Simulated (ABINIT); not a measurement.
# AlN (F-43m) in ABINIT: convergence with k mesh

Aim: find how far k mesh must go before the results for AlN settle, at LDA. This setting moves, with any that are tied to it; all else stays.

All numbers are computed with ABINIT 10.8.3 (patched build); they aren't measurements. Logs are shortened: lines on timing, memory, paths and dates and some standing lists are left out, and cuts for length are marked. The log counts tension as positive stress, the text compression.

## Step 1: Starting point

The structure is cubic, space group F-43m (No. 216). The conventional cell has a = 4.368 Å, b = 4.368 Å, c = 4.368 Å, α = 90.00°, β = 90.00°, γ = 90.00°. Around Al (site symmetry -43m) lie 4 N at 1.89 Å. Around N (site symmetry -43m) lie 4 Al at 1.89 Å.

Measurements of this composition are mostly on another form, of space group No. 186.

## Step 2: With k mesh 2 × 2 × 2

run.abi reads:

```
# Pseudopotentials
pp_dirpath "./"
pseudos "Al.LDA_PW-JTH.xml, N.LDA_PW-JTH.xml"

# Structure
acell 3*1.0 Angstrom
rprim
     0.0000000000     2.1839935596     2.1839935596
     2.1839935596     0.0000000000     2.1839935596
     2.1839935596     2.1839935596     0.0000000000
ntypat 2
znucl 13 7
natom 2
typat 1 2
xred
     0.0000000000     0.0000000000     0.0000000000
     0.2500000000     0.2500000000     0.2500000000

# Plane-wave basis
ecut 26.0
pawecutdg 48.0

# k points
kptopt 1
ngkpt 2 2 2
nshiftk 1
shiftk 0.0 0.0 0.0

# Exchange and correlation
ixc 7

# Bands and occupations
nband 8
occopt 3
tsmear 0.00367493

# SCF cycle
nstep 100
tolvrs 1.0e-9

# Output
iomode 3
prtwf 0
prtden 0
prteig 0
prtebands 0
```

Potentials or basis: JTH PAW LDA v2.0.

Started as:

```console
$ abinit run.abi > log 2>&1
```

Run time: 1.6 s. Hardware: 1 thread of Arm Neoverse V1, shared host; peak memory 0.07 GiB.

Results (log left out):

- Free energy: -332.6145 eV
- Pressure: 0.6 GPa
- Band gap on the k mesh: 2.69 eV, indirect (least direct gap 3.94 eV)
- Valence electrons inside the program's atomic spheres: Al 0.91; N 2.67

## Step 3: With k mesh 3 × 3 × 3

Edit run.abi of step 2 so:

```diff
@@ -24,3 +24,3 @@
 kptopt 1
-ngkpt 2 2 2
+ngkpt 3 3 3
 nshiftk 1
```

Potentials or basis: JTH PAW LDA v2.0.

Started as:

```console
$ abinit run.abi > log 2>&1
```

It took 2 s on 1 thread of Arm Neoverse V1, shared host; peak memory 0.07 GiB.

It converged, with:

* Free energy: -333.8867 eV
* Pressure: -3.6 GPa
* Band gap on the k mesh: 4.16 eV, direct
* Valence electrons inside the program's atomic spheres: Al 0.92; N 2.64

## Step 4: With k mesh 4 × 4 × 4

Edit run.abi of step 3 so:

```diff
@@ -24,3 +24,3 @@
 kptopt 1
-ngkpt 3 3 3
+ngkpt 4 4 4
 nshiftk 1
```

Started as:

```console
$ abinit run.abi > log 2>&1
```

Wall time 2.7 s (1 thread of Arm Neoverse V1, shared host); peak memory 0.07 GiB.

The run converged. Its results:

```yaml
Free_energy: -334.0541 eV
Pressure: -3.9 GPa
Band_gap_on_the_k_mesh: 3.20 eV, indirect (least direct gap 4.21 eV)
Valence_electrons_inside_the_program's_atomic_spheres: Al 0.92; N 2.63
```

## Step 5: With k mesh 6 × 6 × 6

Edit run.abi of step 4 so:

```diff
@@ -24,3 +24,3 @@
 kptopt 1
-ngkpt 4 4 4
+ngkpt 6 6 6
 nshiftk 1
```

Started as:

```console
$ abinit run.abi > log 2>&1
```

Run time: 4.4 s. Hardware: 1 thread of Arm Neoverse V1, shared host; peak memory 0.07 GiB.

It converged, with:

```
Free energy                                           : -334.0906 eV
Pressure                                              : -4.0 GPa
Band gap on the k mesh                                : 3.23 eV, indirect (least direct gap 4.22 eV)
Valence electrons inside the program's atomic spheres : Al 0.92; N 2.63
```

## Step 6: With k mesh 8 × 8 × 8

Edit run.abi of step 5 so:

```diff
@@ -24,3 +24,3 @@
 kptopt 1
-ngkpt 6 6 6
+ngkpt 8 8 8
 nshiftk 1
```

Potentials or basis: JTH PAW LDA v2.0.

Started as:

```console
$ abinit run.abi > log 2>&1
```

Run time: 7.1 s. Hardware: 1 thread of Arm Neoverse V1, shared host; peak memory 0.07 GiB.

The run converged. Its results:

- Free energy: -334.0923 eV
- Pressure: -4.0 GPa
- Band gap on the k mesh: 3.23 eV, indirect (least direct gap 4.22 eV)
- Valence electrons inside the program's atomic spheres: Al 0.92; N 2.63

## Step 7: With k mesh 9 × 9 × 9

Edit run.abi of step 6 so:

```diff
@@ -24,3 +24,3 @@
 kptopt 1
-ngkpt 8 8 8
+ngkpt 9 9 9
 nshiftk 1
```

Started as:

```console
$ abinit run.abi > log 2>&1
```

It took 8.6 s on 1 thread of Arm Neoverse V1, shared host; peak memory 0.07 GiB.

It converged, with:

| Quantity | Value |
| --- | --- |
| Free energy | -334.0924 eV |
| Pressure | -4.0 GPa |
| Band gap on the k mesh | 3.41 eV, indirect (least direct gap 4.22 eV) |
| Valence electrons inside the program's atomic spheres | Al 0.92; N 2.63 |

## Step 8: With k mesh 10 × 10 × 10

Edit run.abi of step 7 so:

```diff
@@ -24,3 +24,3 @@
 kptopt 1
-ngkpt 9 9 9
+ngkpt 10 10 10
 nshiftk 1
```

Started as:

```console
$ abinit run.abi > log 2>&1
```

It took 11 s on 1 thread of Arm Neoverse V1, shared host; peak memory 0.08 GiB.

Results (log left out):

```yaml
Free_energy: -334.0925 eV
Pressure: -4.0 GPa
Band_gap_on_the_k_mesh: 3.23 eV, indirect (least direct gap 4.22 eV)
Valence_electrons_inside_the_program's_atomic_spheres: Al 0.92; N 2.63
```

## Step 9: With k mesh 12 × 12 × 12

Edit run.abi of step 8 so:

```diff
@@ -24,3 +24,3 @@
 kptopt 1
-ngkpt 10 10 10
+ngkpt 12 12 12
 nshiftk 1
```

Potentials or basis: JTH PAW LDA v2.0.

Started as:

```console
$ abinit run.abi > log 2>&1
```

Wall time 16 s (1 thread of Arm Neoverse V1, shared host); peak memory 0.08 GiB.

It converged, with:

```
Free energy                                           : -334.0925 eV
Pressure                                              : -4.0 GPa
Band gap on the k mesh                                : 3.23 eV, indirect (least direct gap 4.22 eV)
Valence electrons inside the program's atomic spheres : Al 0.92; N 2.63
```

## Step 10: With k mesh 15 × 15 × 15

Edit run.abi of step 9 so:

```diff
@@ -24,3 +24,3 @@
 kptopt 1
-ngkpt 12 12 12
+ngkpt 15 15 15
 nshiftk 1
```

Potentials or basis: JTH PAW LDA v2.0.

Started as:

```console
$ abinit run.abi > log 2>&1
```

run.abo:

```text
.Version 10.8.3 of ABINIT
 Symmetries : space group F-4 3 m (#216); Bravais cF (face-center cubic)
================================================================================
 Values of the parameters that define the memory need of the present run
     intxc =       0    ionmov =       0      iscf =      17    lmnmax =       8
     lnmax =       4     mgfft =      30  mpssoang =       2    mqgrid =    3001
     natom =       2  nloc_mem =       2    nspden =       1   nspinor =       1
    nsppol =       1      nsym =      24    n1xccc =       1    ntypat =       2
    occopt =       3   xclevel =       1
       mpw =         914          nfft =       27000          nkpt =         120
 PAW method is used; the additional fine FFT grid is defined by:
   mgfftf=        40    nfftf =     64000
================================================================================
================================================================================

--------------------------------------------------------------------------------
------------- Echo of variables that govern the present computation ------------
--------------------------------------------------------------------------------
 -outvars: echo values of preprocessed input variables --------
            acell      1.8897261259E+00  1.8897261259E+00  1.8897261259E+00 Bohr
              amu      2.69815390E+01  1.40067400E+01
             ecut      2.60000000E+01 Hartree
                       outvar_i_n : Printing only first  50 k-points.
              ixc           7
                       outvar_i_n : Printing only first  50 k-points.
         kptrlatt       15    0    0      0   15    0      0    0   15
          kptrlen      8.75500659E+01
            natom           2
            nband           8
            ngfft          30      30      30
          ngfftdg          40      40      40
             nkpt         120
            nstep         100
             nsym          24
           ntypat           2
                       prtocc : prtvol=0, do not print more k-points.
           occopt           3
[... 188 lines left out ...]
psp_core            : -8.86567067963166E-02
local_psp           : -9.07204548148415E+00
PAW spherical_terms :  1.84067392015248E+00
internal            : -1.22776723806551E+01
'-kT*entropy'       : -1.94212042821344E-10
total_energy        : -1.22776723808493E+01
total_energy_eV     : -3.34092485356903E+02
...

--- !EnergyTermsDC
iteration_state     : {dtset: 1, }
comment             : '"Double-counting" decomposition of free energy'
band_energy         :  5.71370086449439E-01
Ewald energy        : -1.08999795989279E+01
psp_core            : -8.86567067963166E-02
xc_dc               : -2.25722591589172E+00
PAW spherical_terms :  3.96820319409256E-01
internal            : -1.22776718157572E+01
'-kT*entropy'       : -1.94212042821344E-10
total_energy_dc     : -1.22776718159514E+01
total_energy_dc_eV  : -3.34092469985249E+02
...

--- !EnergyTermsWithPAWCore
iteration_state     : {dtset: 1, }
comment             : 'Components of total free energy, including PAW core contributions'
Total energy        : -2.96422933542060E+02
Total energy DC     : -2.96422932977162E+02
Total energy (eV)   : -8.06607893677974E+03
Total energy DC (eV): -8.06607892140809E+03
...

 Cartesian components of stress tensor (hartree/bohr^3)
  sigma(1 1)=  1.35278430E-04  sigma(3 2)=  0.00000000E+00
  sigma(2 2)=  1.35278430E-04  sigma(3 1)=  0.00000000E+00
  sigma(3 3)=  1.35278430E-04  sigma(2 1)=  0.00000000E+00

-Cartesian components of stress tensor (GPa)         [Pressure= -3.9800E+00 GPa]
- sigma(1 1)=  3.98002883E+00  sigma(3 2)=  0.00000000E+00
- sigma(2 2)=  3.98002883E+00  sigma(3 1)=  0.00000000E+00
- sigma(3 3)=  3.98002883E+00  sigma(2 1)=  0.00000000E+00

== END DATASET(S) ==============================================================
================================================================================

 -outvars: echo values of variables after computation  --------
            acell      1.8897261259E+00  1.8897261259E+00  1.8897261259E+00 Bohr
           etotal     -1.2277671816E+01
            fcart      2.5485253013E-31  2.5485253013E-31 -7.6455759038E-31
                      -2.5485253013E-31 -2.5485253013E-31  7.6455759038E-31
            rprim      0.0000000000E+00  2.1839935596E+00  2.1839935596E+00
                       2.1839935596E+00  0.0000000000E+00  2.1839935596E+00
                       2.1839935596E+00  2.1839935596E+00  0.0000000000E+00
           strten      1.3527843034E-04  1.3527843034E-04  1.3527843034E-04
                       0.0000000000E+00  0.0000000000E+00  0.0000000000E+00
           xangst      0.0000000000E+00  0.0000000000E+00  0.0000000000E+00
                       1.0919967798E+00  1.0919967798E+00  1.0919967798E+00
             xred      0.0000000000E+00  0.0000000000E+00  0.0000000000E+00
                       2.5000000000E-01  2.5000000000E-01  2.5000000000E-01
 Calculation completed.
```

Wall time 27 s (1 thread of Arm Neoverse V1, shared host); peak memory 0.09 GiB.

What came out:

- Free energy: -334.0925 eV
- Pressure: -4.0 GPa
- Band gap on the k mesh: 3.30 eV, indirect (least direct gap 4.22 eV)
- Valence electrons inside the program's atomic spheres: Al 0.92; N 2.63

## Step 11: The series at a glance

```csv
k mesh,"energy less the tightest run, at zero smearing (meV/atom)",pressure (GPa),gap on the mesh (eV),SCF cycles,CPU time (s),peak memory (GiB)
2 × 2 × 2,738.98,0.55,2.689,10,1.6,0.07
3 × 3 × 3,102.90,-3.59,4.158,11,2,0.07
4 × 4 × 4,19.16,-3.93,3.200,11,2.7,0.07
6 × 6 × 6,0.96,-3.98,3.229,11,4.4,0.07
8 × 8 × 8,0.06,-3.98,3.231,11,7.1,0.07
9 × 9 × 9,0.01,-3.98,3.415,11,8.6,0.07
10 × 10 × 10,0.01,-3.98,3.231,11,11,0.08
12 × 12 × 12,0.00,-3.98,3.231,11,16,0.08
15 × 15 × 15,0.00,-3.98,3.298,11,27,0.09
```

Against the tightest run, the energy stays within 1 meV/atom from 6 × 6 × 6 on; the pressure stays within 0.1 GPa from 4 × 4 × 4 on. Not settled before the last step: the gap on the mesh (to 0.01 eV). Meshes of other sizes hit other points, so gaps and Fermi surfaces needn't settle smoothly. The tightest run that finished is the yardstick and may itself not be fully converged.

Caveats: an odd mesh through Γ misses points on the zone boundary, where band edges often lie.
